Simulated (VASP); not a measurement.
Set up this calculation in VASP 6.6.1, as the native input.

```
Task                   : single point
Functional             : revPBE
Potentials or basis    : VASP PAW PBE potentials, release 64 (Cd)
Cutoff                 : 520 eV
k mesh                 : 13 × 13 × 13
Occupations            : fermi-dirac, width 0.1 eV
Spin                   : no spin polarisation
Dipole correction      : no
Further INCAR settings : ALGO = Fast; EDIFF = 1e-06; NBANDS = 12
```

The structure of Cd lies in POSCAR:

```
Cd
1.0
    0.0000000000      2.3186897032      2.3186897032
    2.3186897032      0.0000000000      2.3186897032
    2.3186897032      2.3186897032      0.0000000000
Cd
1
Direct
    0.0000000000      0.0000000000      0.0000000000
```

This isn't the form of Cd at room conditions, which is hcp.

These files were run (other wordings do the same):

INCAR

```
SYSTEM = Cd
PREC     = Accurate       ! precision mode
ENCUT    = 520            ! plane-wave cutoff, eV
EDIFF    = 1E-6           ! SCF threshold, eV
ISMEAR   = -1             ! smearing method
SIGMA    = 0.1            ! smearing width, eV
LREAL    = .FALSE.        ! projectors in reciprocal space
LASPH    = .TRUE.         ! aspherical terms in the spheres
NELM     = 100            ! most SCF steps
ALGO     = Fast           ! electronic algorithm
ISIF     = 2              ! what is computed and relaxed
LWAVE    = .FALSE.        ! write WAVECAR
LCHARG   = .FALSE.        ! write CHGCAR
GGA      = RE             ! functional
NBANDS   = 12             ! bands
```

KPOINTS

```
Automatic mesh
0
G
  13 13 13
  0 0 0
```

Potentials or basis: VASP PAW PBE potentials, release 64 (Cd).

Run with:

```sh
$ cat potpaw_PBE.64/Cd/POTCAR > POTCAR
$ mpirun -np 1 vasp_std > vasp.out
```

It gave:

The pressure is -1.1 GPa and the band gap on the k mesh is none (metal or under the smearing width).

Caveat: the PAW data sets were made with another functional, which shifts forces and pressure a little.

Run time: 11 s on 1 thread of AMD EPYC 9R45 96-Core Processor (Zen 5), with other jobs on the host, peak memory 0.12 GiB.
